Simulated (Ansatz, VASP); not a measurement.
# SnTe2 in two plane-wave programs, part 2 of 2

One calculation is typed for both programs; each brings its own data sets. How far apart do they land? The cell is generated by rule, not measured, and may not be a known phase. The cell is taken from a series of runs on this material, whose earlier steps may have relaxed, scaled, displaced or heated it; both programs get it as it stands.

VASP 6.6.1 and Ansatz 0.2.0.

So far. Step 2 (VASP: single point, PBE, pair 1): The run ends at a pressure of -0.20 GPa, with forces up to 0.30 eV/Å. Step 3 (Ansatz: single point, PBE, pair 1): The run ends at a pressure of -0.19 GPa, with forces up to 0.30 eV/Å.

### Step 5. VASP: single point, PBE, pair 2

Level of this step: PBE; plane waves and PAW (Sn_d, Te); invented cell (VASP).

A single point gives forces, pressure and levels at one fixed geometry, so differences don't come from the geometry; what else differs is listed under the comparison.

File INCAR:

```
SYSTEM = SnTe2
PREC = Accurate
ENCUT = 500
EDIFF = 1E-06
NELM = 120
ISMEAR = 1
SIGMA = 0.2
LREAL = .FALSE.
ALGO = Normal
GGA = PE
NBANDS = 64
LORBIT = 11
LWAVE = .FALSE.
LCHARG = .FALSE.
ISIF = 2
LASPH = .TRUE.
GGA_COMPAT = .FALSE.
KPAR = 2
```

File POSCAR:

```
SnTe2
1.0
    0.0000000000      0.0000000000     -4.4240602484
   -7.0577214653     -7.0577214653      0.0000000000
   -7.0577214653      7.0577214653      0.0000000000
Sn Te
4 8
Direct
    0.0000000000      0.5202219195      0.4996186247
    0.0000000000      0.9797780805      0.0003813753
    0.5000000000      0.9996186247      0.4797780805
    0.5000000000      0.5003813753      0.0202219195
    0.0000000000      0.1996567018      0.5320140184
    0.0000000000      0.6962046791      0.9679859816
    0.0000000000      0.8037953209      0.5320140184
    0.0000000000      0.3003432982      0.9679859816
    0.5000000000      0.0320140184      0.1962046791
    0.5000000000      0.4679859816      0.6996567018
    0.5000000000      0.0320140184      0.8003432982
    0.5000000000      0.4679859816      0.3037953209
```

File KPOINTS:

```
Automatic mesh
0
Gamma
8 4 4
0 0 0
```

Potentials, in the order of the species: Sn_d and Te (PBE family, release 64).

Launch:

```bash
mpirun -np 2 vasp_std
```

Numbers of over 12 decimals in the logs are rounded to 6 here.

Log:

```text
[... set-up lines as in an earlier step ...]
 entering main loop
       N       E                     dE             d eps       ncg     rms          rms(c)
DAV:   1     0.952896221400E+03    0.95290E+03   -0.41943E+04  3848   0.164E+03
DAV:   2     0.113278033847E+03   -0.83962E+03   -0.81696E+03  4000   0.407E+02
DAV:   3    -0.298891862611E+02   -0.14317E+03   -0.13875E+03  4448   0.171E+02
DAV:   4    -0.398919351768E+02   -0.10003E+02   -0.97552E+01  4472   0.451E+01
[...]
DAV:  13    -0.399410139749E+02   -0.73049E-05   -0.12285E-05  3832   0.117E-02    0.944E-03
DAV:  14    -0.399410191884E+02   -0.52135E-05   -0.70634E-06  3752   0.863E-03    0.452E-03
DAV:  15    -0.399410188643E+02    0.32404E-06   -0.63800E-07  2632   0.429E-03
   1 F= -.39941019E+02 E0= -.39946063E+02  d E =0.151334E-01
```

From OUTCAR (step 5):

```text
  Total       -0.4208422     -0.4208422     -2.1233086     -0.0000000      0.0000000      0.0000000
  in kB       -1.5298534     -1.5298534     -7.7186909     -0.0000001      0.0000000      0.0000000
  external PRESSURE =      -3.5927992 kB  Pullay stress =       0.0000000 kB

 POSITION                                       TOTAL-FORCE (eV/Angst)
 -----------------------------------------------------------------------------------
     -7.19775     -0.14541      0.00000         0.068992      0.152551      0.000000
     -6.91769     -6.91231      0.00000        -0.068992     -0.152551      0.000000
    -10.44117     -3.66889     -2.21203        -0.152551      0.068992      0.000000
     -3.67427     -3.38883     -2.21203         0.152551     -0.068992     -0.000000
     -5.16393      2.34569      0.00000         0.059873      0.265480      0.000000
    -11.74539      1.91816      0.00000         0.405156      0.084695      0.000000
     -9.42777     -1.91816      0.00000        -0.405156     -0.084695      0.000000
     -8.95151      4.71204      0.00000        -0.059873     -0.265480      0.000000
     -1.61070      1.15881     -2.21203         0.084695     -0.405156      0.000000
     -8.24090      1.63507     -2.21203         0.265480     -0.059873      0.000000
     -5.87455      5.42265     -2.21203        -0.265480      0.059873      0.000000
     -5.44702     -1.15881     -2.21203        -0.084695      0.405156      0.000000
 -----------------------------------------------------------------------------------
    total drift:                               -0.000000      0.000000     -0.000000

  FREE ENERGIE OF THE ION-ELECTRON SYSTEM (eV)
  ---------------------------------------------------
  free  energy   TOTEN  =       -39.9410188643 eV

  energy  without entropy=      -39.9561522414  energy(sigma->0) =      -39.94606332

[... 2 parts as in an earlier step ...]

[... 1 further part left out ...]
[key lines of the parts left out:]
E-fermi :   4.4788
```

The run ends at a pressure of -0.36 GPa, with forces up to 0.41 eV/Å.

### Step 6. Ansatz: single point, PBE, pair 2

The same cell, functional, mesh and smearing now go to Ansatz, which takes its cutoff from its data sets.

The cell is taken from a series of runs on this material, whose earlier steps may have relaxed, scaled, displaced or heated it; both programs get it as it stands.

File input.yaml:

```yaml
crystal:
  lattice:
    - [0.0, 0.0, -4.4240602484]
    - [-7.0577214653, -7.0577214653, 0.0]
    - [-7.0577214653, 7.0577214653, 0.0]
  atoms:
    - { symbol: Sn, position: [0.0, 0.5202219195, 0.4996186247] }
    - { symbol: Sn, position: [0.0, 0.9797780805, 1.0003813753] }
    - { symbol: Sn, position: [0.5, 0.9996186247, 0.4797780805] }
    - { symbol: Sn, position: [0.5, 0.5003813753, 0.0202219195] }
    - { symbol: Te, position: [0.0, 0.1996567018, 0.5320140184] }
    - { symbol: Te, position: [0.0, 0.6962046791, -0.0320140184] }
    - { symbol: Te, position: [0.0, 0.8037953209, 0.5320140184] }
    - { symbol: Te, position: [0.0, 0.3003432982, -0.0320140184] }
    - { symbol: Te, position: [0.5, 0.0320140184, 0.1962046791] }
    - { symbol: Te, position: [0.5, 0.4679859816, 0.6996567018] }
    - { symbol: Te, position: [0.5, 0.0320140184, 0.8003432982] }
    - { symbol: Te, position: [0.5, 0.4679859816, 0.3037953209] }
kpoints:
  mp_grid: { grid: [8, 4, 4] }
hamiltonian:
  xc: pbe
scf:
  occupations: { method: methfessel_paxton, width: 0.2 }
output:
  forces: true
  stress: true
  eigenvalues: true
```

Launch:

```bash
ansatz run input.yaml --threads 4 --pin off --max-ram 14336MiB --backend cpu --events-out ev --progress --plain --runs-dir out
```

Log:

```text
[...]
Crystal: 12 atoms, lattice volume = 440.738 Å³
Basis set: ecut = 420 eV, 8627 PW (Γ), exchange–correlation on 60×144×144 points (8 copies of the dense FFT grid, shifted against one another)
Bands: 111, of which v1, the nominal top of the filled ones, is band 92 counted from 1 (91 counted from 0)
Symmetry: 8 space group operations
[...]
k-points: 30 of 128
[...]
k-point 0: bands = [... 88 lower, 6.1849, 6.1874, 6.4869, 6.4869, 7.0447, 7.2530, 7.2530, 7.4809, ... 15 higher]
  k-point 1: bands = [... 88 lower, 6.2444, 6.4189, 6.4421, 6.5109, 6.8948, 7.1929, 7.3909, 7.5101, ... 15 higher]
  k-point 2: bands = [... 88 lower, 6.3485, 6.3742, 6.5383, 6.6239, 6.8232, 7.1199, 7.4155, 7.5554, ... 15 higher]
  k-point 29: bands = [... 88 lower, 6.3389, 6.3389, 6.6034, 6.6034, 7.6296, 7.6296, 7.6931, 7.6931, ... 15 higher]
[key lines of the parts left out:]
SCF converged after 7 iterations
Free energy (F): -79935.926318 eV
Fermi energy:    6.894242 eV
P = ⅓ Tr σ = -0.3483 GPa (-3.483 kbar)
```

The run ends at a pressure of -0.35 GPa, with forces up to 0.42 eV/Å.

### Step 7. Differences

What differs besides the data sets and the points named for the pairs above, as far as they apply: the data sets hold 184 valence electrons in Ansatz (on its default PAW (the set named soft_2) files) and 104 in VASP. Total energies have different zeros and are not compared.

Both answers:

| quantity | Ansatz | VASP | difference |
| --- | --- | --- | --- |
| pressure (GPa) | -0.35 | -0.36 | +0.01 |

Forces on 10 of the 12 atoms, those with the largest forces and the largest differences (eV/Å; atoms numbered as in POSCAR):

| atom | Ansatz x, y, z | VASP x, y, z |
| --- | --- | --- |
| Sn1 | 0.066, 0.147, 0.000 | 0.069, 0.153, 0.000 |
| Sn2 | -0.066, -0.147, 0.000 | -0.069, -0.153, 0.000 |
| Sn3 | -0.147, 0.066, 0.000 | -0.153, 0.069, 0.000 |
| Te5 | 0.063, 0.268, 0.000 | 0.060, 0.265, 0.000 |
| Te6 | 0.407, 0.082, 0.000 | 0.405, 0.085, 0.000 |
| Te7 | -0.407, -0.082, 0.000 | -0.405, -0.085, 0.000 |
| Te8 | -0.063, -0.268, 0.000 | -0.060, -0.265, 0.000 |
| Te9 | 0.082, -0.407, 0.000 | 0.085, -0.405, 0.000 |
| Te11 | -0.268, 0.063, 0.000 | -0.265, 0.060, 0.000 |
| Te12 | -0.082, 0.407, 0.000 | -0.085, 0.405, 0.000 |

The forces differ by 2.7 meV/Å r.m.s., which is 1.5 % of the r.m.s. force of 0.174 eV/Å (both taken over all components).

### Step 8. Ansatz: single point, PBE, pair 3

A single point gives forces, pressure and levels at one fixed geometry, so differences don't come from the geometry; what else differs is listed under the comparison.

The cell is taken from a series of runs on this material, whose earlier steps may have relaxed, scaled, displaced or heated it; both programs get it as it stands.

File input.yaml:

```yaml
crystal:
  lattice:
    - [0.0, 0.0, -4.4240602484]
    - [-7.0577214653, -7.0577214653, 0.0]
    - [-7.0577214653, 7.0577214653, 0.0]
  atoms:
    - { symbol: Sn, position: [0.0, 0.5284370742, 0.4994636909] }
    - { symbol: Sn, position: [0.0, 0.9715629258, 1.0005363091] }
    - { symbol: Sn, position: [0.5, 0.9994636909, 0.4715629258] }
    - { symbol: Sn, position: [0.5, 0.5005363091, 0.0284370742] }
    - { symbol: Te, position: [0.0, 0.200357894, 0.5450197133] }
    - { symbol: Te, position: [0.0, 0.6955034869, -0.0450197133] }
    - { symbol: Te, position: [0.0, 0.8044965131, 0.5450197133] }
    - { symbol: Te, position: [0.0, 0.299642106, -0.0450197133] }
    - { symbol: Te, position: [0.5, 0.0450197133, 0.1955034869] }
    - { symbol: Te, position: [0.5, 0.4549802867, 0.700357894] }
    - { symbol: Te, position: [0.5, 0.0450197133, 0.799642106] }
    - { symbol: Te, position: [0.5, 0.4549802867, 0.3044965131] }
kpoints:
  mp_grid: { grid: [8, 4, 4] }
hamiltonian:
  xc: pbe
scf:
  occupations: { method: methfessel_paxton, width: 0.2 }
output:
  forces: true
  stress: true
  eigenvalues: true
```

Log:

```text
[...]
Crystal: 12 atoms, lattice volume = 440.738 Å³
Basis set: ecut = 420 eV, 8627 PW (Γ), exchange–correlation on 60×144×144 points (8 copies of the dense FFT grid, shifted against one another)
Bands: 111, of which v1, the nominal top of the filled ones, is band 92 counted from 1 (91 counted from 0)
Symmetry: 8 space group operations
[...]
k-points: 30 of 128
[...]
k-point 0: bands = [... 88 lower, 6.3653, 6.4110, 6.4110, 6.5495, 6.7835, 7.4227, 7.4227, 7.4900, ... 15 higher]
  k-point 1: bands = [... 88 lower, 6.3804, 6.4402, 6.5638, 6.6219, 6.8086, 7.2947, 7.4845, 7.6425, ... 15 higher]
  k-point 2: bands = [... 88 lower, 6.4142, 6.4766, 6.5761, 6.7674, 6.8704, 7.1764, 7.5471, 7.7765, ... 15 higher]
  k-point 29: bands = [... 88 lower, 6.4150, 6.4150, 6.7976, 6.7976, 7.5418, 7.5418, 7.6300, 7.6300, ... 15 higher]
[key lines of the parts left out:]
SCF converged after 7 iterations
Free energy (F): -79935.945834 eV
Fermi energy:    6.973509 eV
P = ⅓ Tr σ = -0.5144 GPa (-5.144 kbar)
```

The run ends at a pressure of -0.51 GPa, with forces up to 0.67 eV/Å.

### Step 9. VASP: single point, PBE, pair 3

The same cell, functional, mesh and smearing now go to VASP, with its own data sets.

INCAR is that of step 5.

File POSCAR:

```
SnTe2
1.0
    0.0000000000      0.0000000000     -4.4240602484
   -7.0577214653     -7.0577214653      0.0000000000
   -7.0577214653      7.0577214653      0.0000000000
Sn Te
4 8
Direct
    0.0000000000      0.5284370742      0.4994636909
    0.0000000000      0.9715629258      0.0005363091
    0.5000000000      0.9994636909      0.4715629258
    0.5000000000      0.5005363091      0.0284370742
    0.0000000000      0.2003578940      0.5450197133
    0.0000000000      0.6955034869      0.9549802867
    0.0000000000      0.8044965131      0.5450197133
    0.0000000000      0.2996421060      0.9549802867
    0.5000000000      0.0450197133      0.1955034869
    0.5000000000      0.4549802867      0.7003578940
    0.5000000000      0.0450197133      0.7996421060
    0.5000000000      0.4549802867      0.3044965131
```

KPOINTS is that of step 5.

Launch:

```bash
mpirun -np 2 vasp_std
```

Log:

```text
[... set-up lines as in an earlier step ...]
 entering main loop
       N       E                     dE             d eps       ncg     rms          rms(c)
DAV:   1     0.949837620644E+03    0.94984E+03   -0.41716E+04  3840   0.165E+03
DAV:   2     0.113883354595E+03   -0.83595E+03   -0.81186E+03  4016   0.405E+02
DAV:   3    -0.296727017182E+02   -0.14356E+03   -0.13909E+03  4464   0.171E+02
DAV:   4    -0.398537096577E+02   -0.10181E+02   -0.99358E+01  4512   0.453E+01
[...]
DAV:  13    -0.399581626889E+02   -0.15485E-04   -0.19035E-05  4208   0.150E-02    0.159E-02
DAV:  14    -0.399581641057E+02   -0.14168E-05   -0.91080E-06  3712   0.128E-02    0.599E-03
DAV:  15    -0.399581637896E+02    0.31611E-06   -0.15845E-06  2752   0.434E-03
   1 F= -.39958164E+02 E0= -.39964641E+02  d E =0.194322E-01
```

OUTCAR, selected parts (step 9):

```text
  Total        0.0072399      0.0072399     -4.3645944     -0.0000003      0.0000000      0.0000000
  in kB        0.0263186      0.0263186    -15.8662546     -0.0000012      0.0000000      0.0000000
  external PRESSURE =      -5.2712058 kB  Pullay stress =       0.0000000 kB

 POSITION                                       TOTAL-FORCE (eV/Angst)
 -----------------------------------------------------------------------------------
     -7.25464     -0.20449      0.00000         0.330492      0.482159      0.000000
     -6.86081     -6.85324      0.00000        -0.330492     -0.482159      0.000000
    -10.38210     -3.72578     -2.21203        -0.482159      0.330492      0.000000
     -3.73335     -3.33194     -2.21203         0.482159     -0.330492     -0.000000
     -5.26067      2.43253      0.00000         0.253410      0.271956      0.000000
    -11.64865      1.83131      0.00000         0.531415      0.414528      0.000000
     -9.52451     -1.83131      0.00000        -0.531415     -0.414528     -0.000000
     -8.85478      4.62519      0.00000        -0.253410     -0.271956      0.000000
     -1.69755      1.06207     -2.21203         0.414528     -0.531415      0.000000
     -8.15406      1.73181     -2.21203         0.271956     -0.253410      0.000000
     -5.96139      5.32591     -2.21203        -0.271956      0.253410      0.000000
     -5.36018     -1.06207     -2.21203        -0.414528      0.531415     -0.000000
 -----------------------------------------------------------------------------------
    total drift:                               -0.000000      0.000000     -0.000000

  FREE ENERGIE OF THE ION-ELECTRON SYSTEM (eV)
  ---------------------------------------------------
  free  energy   TOTEN  =       -39.9581637896 eV

  energy  without entropy=      -39.9775960062  energy(sigma->0) =      -39.96464120

[... 2 parts as in an earlier step ...]

[... 1 further part left out ...]
[key lines of the parts left out:]
E-fermi :   4.5573
```

The run ends at a pressure of -0.53 GPa, with forces up to 0.67 eV/Å.

### Step 10. Comparison

What differs besides the data sets and the points named for the pairs above, as far as they apply: the data sets hold 184 valence electrons in Ansatz (on its default PAW (the set named soft_2) files) and 104 in VASP. Total energies have different zeros and are not compared.

Compared:

| quantity | Ansatz | VASP | difference |
| --- | --- | --- | --- |
| pressure (GPa) | -0.51 | -0.53 | +0.01 |

Forces on 8 of the 12 atoms, those with the largest forces and the largest differences (eV/Å; atoms numbered as in POSCAR):

| atom | Ansatz x, y, z | VASP x, y, z |
| --- | --- | --- |
| Sn1 | 0.329, 0.477, 0.000 | 0.330, 0.482, 0.000 |
| Sn2 | -0.329, -0.477, 0.000 | -0.330, -0.482, 0.000 |
| Sn3 | -0.477, 0.329, 0.000 | -0.482, 0.330, 0.000 |
| Sn4 | 0.477, -0.329, 0.000 | 0.482, -0.330, 0.000 |
| Te6 | 0.531, 0.413, 0.000 | 0.531, 0.415, 0.000 |
| Te7 | -0.531, -0.413, 0.000 | -0.531, -0.415, 0.000 |
| Te9 | 0.413, -0.531, 0.000 | 0.415, -0.531, 0.000 |
| Te12 | -0.413, 0.531, 0.000 | -0.415, 0.531, 0.000 |

The forces differ by 2.2 meV/Å r.m.s., which is 0.7 % of the r.m.s. force of 0.322 eV/Å (both taken over all components).

### Step 11. Outcome

* r.m.s. force difference (single point, PBE, pair 1): 2.6 meV/Å
* r.m.s. force difference (single point, PBE, pair 2): 2.7 meV/Å
* r.m.s. force difference (single point, PBE, pair 3): 0.68 % of the r.m.s. force

The r.m.s. force difference is 0.68 % of the r.m.s. force (single point, PBE, pair 3), within the 3 % picked in this series as the mark of a large difference. The data sets hold unlike numbers of valence electrons (184 in Ansatz and 104 in VASP), so part of the differences comes from the potentials. Such differences can come from data sets, numerical settings and the points named under the comparisons, not from the functional's error against experiment.

[Lines on the potential files, build, host, timing and source positions are cut from VASP's logs without a mark.]

[Logs are printed without paths, hosts, clocks, repeated set-up lines and the standing remarks that a program may print on its own settings, such as how far it seeks lower states.]

[Hosts, paths, dates, database ids (printed as entryN), source tags and the programs' standing remarks are cut or masked in the printed files.]
